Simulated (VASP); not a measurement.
**How a change of volume changes InP (F-43m)**

Strain engineering needs slopes: what does a change of volume do to the lattice and the band edges of InP?

Program: VASP 6.6.1. Level of theory: LDA; plane waves and PAW (In_d, P), in the first sound run; inputs show where later runs differ. Results are calculated unless marked as measured.

**1. Set-up**

The structure is cubic, space group F-43m (No. 216). Conventional cell: a = 5.869 Å, b = 5.869 Å, c = 5.869 Å, α = 90.00°, β = 90.00°, γ = 90.00°. Nearest to In lie 4 P at 2.54 Å. Nearest to P lie 4 In at 2.54 Å. Farther neighbours are not listed.

**2. Relax the crystal, LDA**

The series starts from the cell that this level prefers, so that zero strain is near zero stress.

This step took 2 runs in a row; the last is shown.

Level: LDA; plane waves and PAW (In_d, P).

Contents of INCAR:

```
SYSTEM = InP
PREC = Accurate
ENCUT = 450
EDIFF = 1E-07
NELM = 120
ISMEAR = 0
SIGMA = 0.02
LREAL = .FALSE.
ALGO = Normal
GGA = CA
NBANDS = 15
LASPH = .TRUE.
LORBIT = 11
LWAVE = .FALSE.
LCHARG = .FALSE.
KPAR = 24
IBRION = 2
NSW = 40
ISIF = 3
EDIFFG = -0.005
POTIM = 0.4
```

Contents of POSCAR:

```
InP
1.0
    0.0000000000      2.9143007955      2.9143007955
    2.9143007955      0.0000000000      2.9143007955
    2.9143007955      2.9143007955      0.0000000000
In P
1 1
Direct
    0.0000000000      0.0000000000      0.0000000000
    0.2500000000      0.2500000000      0.2500000000
```

Contents of KPOINTS:

```
Automatic mesh
0
Gamma
9 9 9
0 0 0
```

Potentials, in the order of the species: In_d and P (LDA family, release 64).

The run is started by

```
> mpirun -np 24 vasp_std
```

Output:

```text
[banner, memory and clock lines left out]
running   24 mpi-ranks, on    1 nodes
[...]
|                                                                             |
|           W    W    AA    RRRRR   N    N  II  N    N   GGGG   !!!           |
|           W    W   A  A   R    R  NN   N  II  NN   N  G    G  !!!           |
|           W    W  A    A  R    R  N N  N  II  N N  N  G       !!!           |
|           W WW W  AAAAAA  RRRRR   N  N N  II  N  N N  G  GGG   !            |
|           WW  WW  A    A  R   R   N   NN  II  N   NN  G    G                |
|           W    W  A    A  R    R  N    N  II  N    N   GGGG   !!!           |
|                                                                             |
|     For optimal performance we recommend to set                             |
|       NCORE = 2 up to number-of-cores-per-socket                            |
|     NCORE specifies how many cores store one orbital (NPAR=cpu/NCORE).      |
|     This setting can greatly improve the performance of VASP for DFT.       |
[...]
|     Unfortunately you need to use the default for GW and RPA                |
|     calculations (for HF NCORE is supported but not extensively tested      |
|     yet).                                                                   |
|                                                                             |

 LDA part: xc-table for (Slater(with rela. corr.)+CA(PZ))
 , standard interpolation
 POSCAR, INCAR and KPOINTS ok, starting setup
[...]
entering main loop
       N       E                     dE             d eps       ncg     rms          rms(c)
DAV:   1     0.105700730424E+03    0.10570E+03   -0.77610E+03  1050   0.123E+03
DAV:   2    -0.282393452331E+01   -0.10852E+03   -0.10462E+03  1134   0.290E+02
DAV:   3    -0.992338063226E+01   -0.70994E+01   -0.70669E+01  1421   0.768E+01
DAV:   4    -0.101084350262E+02   -0.18505E+00   -0.18500E+00  1282   0.134E+01
[...]
DAV:  11    -0.967374252878E+01   -0.35848E-05   -0.30430E-05  1617   0.873E-02    0.675E-02
DAV:  12    -0.967374019589E+01    0.23329E-05   -0.51618E-06  1337   0.205E-02    0.122E-02
DAV:  13    -0.967374017367E+01    0.22214E-07   -0.42628E-07  1302   0.357E-03
   1 F= -.96737402E+01 E0= -.96737402E+01  d E =-.967374E+01
[...]
reached required accuracy - stopping structural energy minimisation
```

Run time: 3 s. Hardware: 24 MPI ranks of Intel Xeon 6975P-C (Granite Rapids), shared host; peak memory 4 GiB.

The logs omit lines about the potential files and the build; timing stands in the text.

Parts of OUTCAR (step 2):

```text
  Total       -0.0042519     -0.0042519     -0.0042519     -0.0000000      0.0000000      0.0000000
  in kB       -0.1376132     -0.1376132     -0.1376132     -0.0000000      0.0000000      0.0000000
  external PRESSURE =      -0.1376132 kB  Pullay stress =       0.0000000 kB

 POSITION                                       TOTAL-FORCE (eV/Angst)
 -----------------------------------------------------------------------------------
      0.00000      0.00000      0.00000         0.000000      0.000000      0.000000
      1.45715      1.45715      1.45715        -0.000000     -0.000000     -0.000000
 -----------------------------------------------------------------------------------
    total drift:                               -0.000000     -0.000000     -0.000000

  FREE ENERGIE OF THE ION-ELECTRON SYSTEM (eV)
  ---------------------------------------------------
  free  energy   TOTEN  =        -9.6737401737 eV

  energy  without entropy=       -9.6737401737  energy(sigma->0) =       -9.67374017

 reached required accuracy - stopping structural energy minimisation

[... 3 further parts left out ...]
[key lines of the parts left out:]
E-fermi :   5.2894
```

Numbers from this step:

| Quantity | Value |
| --- | --- |
| energy(sigma→0) of the program | -9.6737 eV |
| stress, compression positive | xx, yy, zz -0.01, -0.01, -0.01 GPa |
| volume | 49.503 Å³ |
| ionic steps | 1 |

**3. Relax at fixed volume, LDA**

One member in full: the volume is scaled by 0.94, and the cell is held.

Level: LDA; plane waves and PAW (In_d, P).

INCAR: that of step 2 with these lines changed.

```diff
@@ -15,7 +15,8 @@
 LCHARG = .FALSE.
-KPAR = 24
+KPAR = 6
 IBRION = 2
 NSW = 40
-ISIF = 3
-EDIFFG = -0.005
+ISIF = 2
+EDIFFG = -0.004
 POTIM = 0.4
+MAXMIX = 40
```

Contents of POSCAR:

```
InP
1.0
    0.0000000000      2.8548085759      2.8548085759
    2.8548085759      0.0000000000      2.8548085759
    2.8548085759      2.8548085759      0.0000000000
In P
1 1
Direct
    0.0000000000      0.0000000000      0.0000000000
    0.2500000000      0.2500000000      0.2500000000
```

KPOINTS is that of step 2.

The run is started by

```
> mpirun -np 6 vasp_std
```

Output:

```text
[banner, memory and clock lines left out]
running    6 mpi-ranks, on    1 nodes
[...]
[... a notice as in an earlier step ...]

 LDA part: xc-table for (Slater(with rela. corr.)+CA(PZ))
 , standard interpolation
 POSCAR, INCAR and KPOINTS ok, starting setup
[...]
entering main loop
       N       E                     dE             d eps       ncg     rms          rms(c)
DAV:   1     0.105127401650E+03    0.10513E+03   -0.78682E+03  1057   0.123E+03
DAV:   2    -0.345313642567E+01   -0.10858E+03   -0.10411E+03  1169   0.294E+02
DAV:   3    -0.993402914722E+01   -0.64809E+01   -0.64564E+01  1295   0.737E+01
DAV:   4    -0.101023578455E+02   -0.16833E+00   -0.16827E+00  1361   0.128E+01
[...]
DAV:  11    -0.962899684302E+01    0.21932E-06   -0.56119E-05  1617   0.129E-01    0.899E-02
DAV:  12    -0.962899405710E+01    0.27859E-05   -0.70561E-06  1247   0.186E-02    0.148E-02
DAV:  13    -0.962899406874E+01   -0.11636E-07   -0.75618E-07  1393   0.491E-03
   1 F= -.96289941E+01 E0= -.96289941E+01  d E =-.962899E+01
[...]
reached required accuracy - stopping structural energy minimisation
```

Elapsed: 3.6 s, on 6 MPI ranks; peak memory 0.82 GiB.

OUTCAR, selected parts (step 3):

```text
  Total        1.4682702      1.4682702      1.4682702      0.0000000      0.0000000     -0.0000000
  in kB       50.5540074     50.5540074     50.5540074      0.0000000      0.0000000     -0.0000000
  external PRESSURE =      50.5540074 kB  Pullay stress =       0.0000000 kB

 POSITION                                       TOTAL-FORCE (eV/Angst)
 -----------------------------------------------------------------------------------
      0.00000      0.00000      0.00000         0.000000      0.000000     -0.000000
      1.42740      1.42740      1.42740        -0.000000     -0.000000      0.000000
 -----------------------------------------------------------------------------------
    total drift:                               -0.000000     -0.000000     -0.000000

  FREE ENERGIE OF THE ION-ELECTRON SYSTEM (eV)
  ---------------------------------------------------
  free  energy   TOTEN  =        -9.6289940687 eV

  energy  without entropy=       -9.6289940687  energy(sigma->0) =       -9.62899407

[... 2 parts as in an earlier step ...]

[... 2 further parts left out ...]
[key lines of the parts left out:]
E-fermi :   6.0692
```

This run gave:

* energy(sigma→0) of the program: -9.6290 eV
* stress, compression positive: xx, yy, zz 5.06, 5.06, 5.06 GPa
* ionic steps: 1

**4. Band edges, HSE06 with spin-orbit coupling**

Short lines in KPOINTS_OPT sample the zone centre, for masses, and the other valleys.

Level: HSE06, spin-orbit coupling; plane waves and PAW (In_d, P).

Contents of INCAR:

```
SYSTEM = InP
PREC = Accurate
ENCUT = 450
EDIFF = 1E-06
NELM = 100
ISMEAR = 0
SIGMA = 0.02
LREAL = .FALSE.
ALGO = Normal
LHFCALC = .TRUE.
AEXX = 0.25
GGA = PE
HFSCREEN = 0.2
LASPH = .TRUE.
LNONCOLLINEAR = .TRUE.
MAGMOM = 0 0 0 0 0 0
NBANDS = 28
GGA_COMPAT = .FALSE.
LSORBIT = .TRUE.
PRECFOCK = Fast
LWAVE = .FALSE.
LCHARG = .FALSE.
KPAR = 6
```

POSCAR is that of step 3.

Contents of KPOINTS:

```
Automatic mesh
0
Gamma
5 5 5
0 0 0
```

Contents of KPOINTS_OPT:

```
Line mode
6
Line-mode
Reciprocal
  0.00000000   0.00000000   0.00000000
  0.02271784   0.02271784   0.00000000

  0.00000000   0.00000000   0.00000000
  0.00000000  -0.02271784  -0.02271784

  0.31000000   0.31000000   0.00000000
  0.50000000   0.50000000   0.00000000

  0.00000000   0.31000000   0.31000000
  0.00000000   0.50000000   0.50000000

  0.45000000   0.45000000   0.45000000
  0.50000000   0.50000000   0.50000000

  0.45000000   0.00000000   0.00000000
  0.50000000   0.00000000   0.00000000

  0.42500000   0.42500000   0.00000000
  0.42500000   0.44771784   0.02271784

  0.50000000   0.50000000   0.50000000
  0.48393606   0.51606394   0.50000000
```

The run is started by

```
> mpirun -np 6 vasp_ncl
```

Output:

```text
[banner, memory and clock lines left out]
running    6 mpi-ranks, on    1 nodes
[...]
[... a notice as in an earlier step ...]

|                                                                             |
|               ----> ADVICE to this user running VASP <----                  |
|                                                                             |
|     You enforced a specific xc type in the INCAR file but a different       |
|     [... a line on the potential file left out ...]
|     I HOPE YOU KNOW WHAT YOU ARE DOING!                                     |
|                                                                             |

 LDA part: xc-table for (Slater+PW92), standard interpolation
 found WAVECAR, reading the header
 POSCAR, INCAR and KPOINTS ok, starting setup
[...]
reading WAVECAR
 the WAVECAR file was read successfully
 initial charge from wavefunction
 entering main loop
       N       E                     dE             d eps       ncg     rms          rms(c)
DAV:   1    -0.995953750599E+01   -0.99595E+01   -0.10540E+00  1064   0.191E+01    0.420E+00
DAV:   2    -0.996413595468E+01   -0.45984E-02   -0.94538E-02   996   0.396E+00    0.440E+00
DAV:   3    -0.996066750764E+01    0.34684E-02   -0.12351E-02  1128   0.178E+00    0.373E+00
DAV:   4    -0.995986274475E+01    0.80476E-03   -0.14972E-03  1068   0.570E-01    0.236E+00
DAV:   5    -0.995971774923E+01    0.14500E-03   -0.28222E-04  1024   0.222E-01    0.145E+00
DAV:   6    -0.995967734775E+01    0.40401E-04   -0.38853E-05  1016   0.901E-02    0.883E-01
DAV:   7    -0.995966238126E+01    0.14966E-04   -0.78338E-06   992   0.414E-02    0.532E-01
DAV:   8    -0.995965860493E+01    0.37763E-05   -0.26014E-06   784   0.187E-02    0.318E-01
DAV:   9    -0.995965784209E+01    0.76284E-06   -0.11411E-06   748   0.106E-02
   1 F= -.99596578E+01 E0= -.99596578E+01  d E =-.124163E-12  mag=     0.0000    -0.0000    -0.0000
 Start KPOINTS_OPT (optional k-point list driver)
k-point batch [1-14\48]
       N       E                     dE             ncg
DAV:   1     0.142346183952E+04    0.56715E+03      800
DAV:   2    -0.886941184078E+03   -0.23104E+04      796
DAV:   3    -0.118375583459E+04   -0.29681E+03      984
DAV:   4    -0.120710328315E+04   -0.23347E+02      864
DAV:   5    -0.120789704766E+04   -0.79376E+00     1224
DAV:   6    -0.120791595558E+04   -0.18908E-01     1072
DAV:   7    -0.120791636755E+04   -0.41198E-03     1200
DAV:   8    -0.120791637593E+04   -0.83801E-05     1052
DAV:   9    -0.120791637613E+04   -0.19430E-06      600
[...]
k-point batch [43-48\48]
       N       E                     dE             ncg
DAV:   1     0.471794083559E+04   -0.22810E+04      336
DAV:   2     0.375118233278E+04   -0.96676E+03      336
DAV:   3     0.364067874463E+04   -0.11050E+03      372
DAV:   4     0.363470436746E+04   -0.59744E+01      416
DAV:   5     0.363445477242E+04   -0.24960E+00      496
DAV:   6     0.363444959449E+04   -0.51779E-02      432
DAV:   7     0.363444946641E+04   -0.12808E-03      520
DAV:   8     0.363444946406E+04   -0.23541E-05      440
DAV:   9     0.363444946400E+04   -0.56044E-07      256
```

Wall time 20 min (6 MPI ranks); peak memory 2.2 GiB.

Parts of OUTCAR (step 4):

```text
  LATTYP: Found a face centered cubic cell.
 ALAT       =     5.7096171518

 Subroutine GETGRP returns: Found 24 space group operations
 (whereof 24 operations were pure point group operations)

The static configuration has the point symmetry T_d .

 Found     14 irreducible k-points:

   k-points           NKPTS =     14   k-points in BZ     NKDIM =    125   number of bands    NBANDS=     28

   dimension x,y,z NGX =    28 NGY =   28 NGZ =   28
   dimension x,y,z NGXF=    56 NGYF=   56 NGZF=   56

   ENCUT  =  450.0 eV  33.07 Ry    5.75 a.u.   6.98  6.98  6.98*2*pi/ulx,y,z

   NELECT =      18.0000    total number of electrons

  exchange ACFDT corr.  =         0.00000000  see jH, gK, PRB 81, 115126

 E-fermi :   5.8376

 k-point     1 :       0.0000    0.0000    0.0000
  band No.  band energies     occupation
    ...
     14       5.6291      1.00000
     15       5.7457      1.00000
     16       5.7457      1.00000
     17       5.7457      1.00000
     18       5.7457      1.00000
     19       7.7005      0.00000
     20       7.7005      0.00000
     21      10.3230      0.00000
     22      10.3230      0.00000
     23      10.7849      0.00000
    ...

 k-point     2 :       0.2000    0.0000    0.0000
  band No.  band energies     occupation
    ...
     14       2.7435      1.00000
     15       5.1599      1.00000
     16       5.1599      1.00000
     17       5.2547      1.00000
     18       5.2716      1.00000
     19       8.6339      0.00000
     20       8.6339      0.00000
     21      11.1284      0.00000
     22      11.1284      0.00000
     23      11.4207      0.00000
    ...

 POSITION                                       TOTAL-FORCE (eV/Angst)
 -----------------------------------------------------------------------------------
      0.00000      0.00000      0.00000         0.000000     -0.000000      0.000000
      1.42740      1.42740      1.42740        -0.000000      0.000000     -0.000000
 -----------------------------------------------------------------------------------
    total drift:                                0.000009      0.000002      0.000002

  FREE ENERGIE OF THE ION-ELECTRON SYSTEM (eV)
  ---------------------------------------------------
  free  energy   TOTEN  =        -9.9596578421 eV

  energy  without entropy=       -9.9596578421  energy(sigma->0) =       -9.95965784

 Spin-Orbit-Coupling matrix elements
 Ion:    1  E_soc:     -0.0718527
 Ion:    2  E_soc:     -0.0010512

[... 1 part as in an earlier step ...]

[... 7 further parts left out ...]
```

Read from the output:

* energy(sigma→0) of the program: -9.9597 eV

**5. The table**

Hybrid runs start from orbitals of a short LDA run, not shown.

Runs beyond LDA use the data sets made with LDA; this shifts their levels slightly, and their total energies have another zero.

The other members went through these steps as far as the tables show, with the same cutoff and, step by step, the same mesh; 20 runs are not shown. The session took 15 core hours (wall time by ranks) on a shared machine.

```csv
volume over the relaxed volume,volume (Å³/atom),pressure (GPa),energy above the unstrained row (meV/atom),"gap on the mesh, LDA (eV)"
0.940,23.267,5.055,22.373,0.933
0.960,23.762,3.174,9.604,0.821
0.980,24.257,1.490,2.346,0.710
1,24.752,-0.014,0.000,0.601
1.020,25.247,-1.361,2.073,0.494
1.040,25.742,-2.562,8.092,0.388
1.060,26.237,-3.632,17.613,0.285
```

A cubic of the pressure in ln(V/V₀) through all rows has the slope −B at V₀: B = 71 GPa, and its curvature gives B′ = 4.6.

Band edges at HSE06 with spin-orbit coupling, counted from the valence-band top at Γ, spin-orbit pairs averaged, with one row partly withheld:

```csv
volume over the relaxed volume,gap (eV),conduction band at Γ (eV),Δ or X valley along z (eV),"lowest conduction level at L, [111] (eV)",second valence level below the top (eV),third valence level below the top (eV)
0.940,1.955,1.955,2.204,2.456,0.000,0.117
0.960,1.830,1.830,2.244,2.399,0.000,0.116
0.980,?,?,2.282,2.342,0.000,0.116
1,1.585,1.585,2.317,2.286,0.000,0.116
1.020,1.464,1.464,2.350,2.230,0.000,0.116
1.040,1.345,1.345,2.381,2.175,0.000,0.115
1.060,1.227,1.227,2.410,2.120,0.000,0.115
```

Conduction masses, in electron masses (the axis is [001]):

```csv
volume over the relaxed volume,"conduction mass at Γ, along the strain axis or the normal of the plane","L [111] mass, longitudinal","L [111] mass, transverse along [1-10]"
0.940,0.112,2.047,0.148
0.960,0.106,2.004,0.147
0.980,0.100,1.979,0.146
1,0.095,2.022,0.146
1.020,0.088,1.992,0.145
1.040,0.082,2.007,0.144
1.060,0.076,1.966,0.143
```

**6. Working out the slope**

The quantity to fit is the conduction level at Γ above the mean of the three top valence levels at HSE06 with spin-orbit coupling: 1.993, 1.869, 1.624, 1.503, 1.383, 1.266 eV in the rows shown.

Fitting a parabola to the 6 known rows (u: logarithm of the volume ratio) gives E = − 1.363 u² − 6.068 u + 1.623 in eV; the residuals are 2.2e-4 eV r.m.s.

For the withheld row, u = -0.02020, the fit gives 1.7455 eV.

**7. Checking the prediction**

The calculation gives 1.7457 eV, so the prediction is 0.0002 eV too low.

**8. What came out**

```
bulk modulus                                                                                                          : 71 GPa
gap of the unstrained cell, HSE06 with spin-orbit coupling                                                            : 1.58 eV
dE/d ln V of the conduction level at Γ above the mean of the three top valence levels, HSE06 with spin-orbit coupling : -6.07 eV
error of the predicted row                                                                                            : -0.2 meV
```

What this shows: At HSE06 with spin-orbit coupling the lowest conduction valley is Γ throughout, and the gap runs between 1.23 and 1.95 eV. Hole masses are left out throughout, since the top bands are degenerate or cross in many series; of conduction masses, those of the Γ, L and (for Si and Ge under (001) strain) Δ valleys are kept where they change by under an eighth between rows. HSE06 ran on a coarser mesh than the semilocal levels. Δ or X levels are the lowest on their line, refined by a parabola unless they lie at X; the gap is read from all points sampled and can differ from the lowest valley by some meV, or by tens of meV where strain moves the valence top off Γ. Temperature, zero-point motion and excitons are left out.

[Lines on the potential files, build, host, timing and source positions are cut from VASP's logs without a mark.]

[Logs are printed without paths, hosts, clocks, repeated set-up lines and the standing remarks that a program may print on its own settings, such as how far it seeks lower states.]

[Hosts, paths, dates, database ids (printed as entryN), source tags and the programs' standing remarks are cut or masked in the printed files.]

[In band tables of VASP the shares of atoms and orbitals are scaled to a sum of 1 inside the atoms' spheres.]
